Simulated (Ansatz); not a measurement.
YN: excitons and shallow donors from band masses and screening

The calculation used Ansatz, DFT PBE, scalar-relativistic, plane waves, PAW.

Cutoff 420 eV; k points 12×12×12 on the computed 2-atom cell (Γ-centred); Gaussian smearing, width 0.01 eV; no spin polarisation.

Relaxed cell: Fm-3m, a = 4.906 Å, b = 4.906 Å, c = 4.906 Å, α = 90.00°, β = 90.00°, γ = 90.00°, 2 atoms in the primitive cell.

The calculation gives a Kohn–Sham gap of 0.21 eV, an electron mass of 0.161 mₑ and a hole mass of 0.387 mₑ (harmonic means over x, y, z and over the bands degenerate at each edge), and ε∞ = 13.01 (independent particles, mean of the diagonal). The masses depend on direction at the band edges, which the isotropic model averages.

**Question.** Estimate the binding energy and radius of a Wannier–Mott exciton and of a shallow donor, and say whether the hydrogenic model can hold.

**Answer.** The reduced mass is μ = mₙmₕ/(mₙ + mₕ) = 0.114 mₑ, with mₙ and mₕ the band masses. With E_b = 13.606 eV × μ/ε² and a = 0.529 Å × ε/μ (μ in mₑ) the exciton has E_b = 9.1 meV and a = 61 Å. For a donor μ is the electron mass: 12.9 meV and 43 Å. The exciton's radius is 17 times the shortest lattice vector (3.47 Å), so the continuum picture is reasonable. In a polar crystal the ions screen too, so a state bound more weakly than an optical phonon feels the larger static constant, which lowers the energy and widens the orbit. The other way, the small Kohn–Sham gap and the missing local fields make ε∞ too large and the masses tend to be too light, which underbinds. The edges lie at different points of the zone, so the exciton is indirect.

Cost: 4 runs of about 0.86 core-minutes in all, on Intel Xeon Platinum 8375C (Ice Lake) (shared hosts).